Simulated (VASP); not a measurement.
The system is MnF2.

```
Mn F
1.0
     4.87380    0.00000    0.00000
     0.00000    4.87380    0.00000
     0.00000    0.00000    3.31070
Mn F
2 4
Cartesian
  2.4369 2.4369 1.6554
  0.0000 0.0000 0.0000
  3.9249 0.9489 1.6554
  3.3858 3.3858 0.0000
  0.9489 3.9249 1.6554
  1.4880 1.4880 0.0000
```

* Program: VASP 6.6.1
* Task: relaxation of cell and atoms
* Functional: PBE
* Potentials or basis: VASP PAW PBE potentials, release 64 (Mn_pv, F)
* Cutoff: 600 eV
* k mesh: 5 × 5 × 6
* Occupations: fermi-dirac, width 0.05 eV
* Spin: collinear spin, ferromagnetic start
* Starting moments: [4.0, 4.0, 0.0, 0.0, 0.0, 0.0] μB

At the start: pressure 3.6 GPa; volume 13.11 Å³/atom.

Q: How do energy, volume and symmetry change on relaxing?

A: Over 13 steps the energy falls by 5.6 meV/atom and the volume is 13.61 Å³/atom (+3.9 %); space group P4_2/mnm (No. 136, to 0.05 Å); moment 10.00 μB per cell.

Step by step:
```csv
step,energy change (eV),largest force (eV/Å),pressure (GPa),volume (Å³)
1,0.0000,0.0437,3.58,78.64
2,-0.0320,0.0169,-0.44,82.02
3,-0.0326,0.0104,0.03,81.60
4,-0.0326,0.0113,-0.04,81.66
5,-0.0330,0.0071,-0.04,81.70
6,-0.0332,0.0021,-0.05,81.74
7,-0.0333,0.0075,-0.05,81.83
8,-0.0333,0.0066,-0.08,81.81
9,-0.0333,0.0021,-0.06,81.78
10,-0.0333,0.0027,-0.06,81.79
11,-0.0333,0.0042,-0.07,81.80
12,-0.0333,0.0045,-0.08,81.80
13,-0.0333,0.0050,0.03,81.67
```

Final structure:
```yaml
crystal:
  lattice:
    - [4.94629, 0.00000, 0.00000]
    - [0.00000, 4.94629, 0.00000]
    - [0.00000, 0.00000, 3.33830]
  atoms:
    - { symbol: Mn, position: [0.50000, 0.50000, 0.50000] }
    - { symbol: Mn, position: [0.00000, 0.00000, 0.00000] }
    - { symbol: F, position: [0.80524, 0.19476, 0.50000] }
    - { symbol: F, position: [0.69476, 0.69476, 0.00000] }
    - { symbol: F, position: [0.19476, 0.80524, 0.50000] }
    - { symbol: F, position: [0.30524, 0.30524, 0.00000] }
```

Caveat: only a ferromagnetic start was run, and an antiferromagnetic order may lie lower in energy.
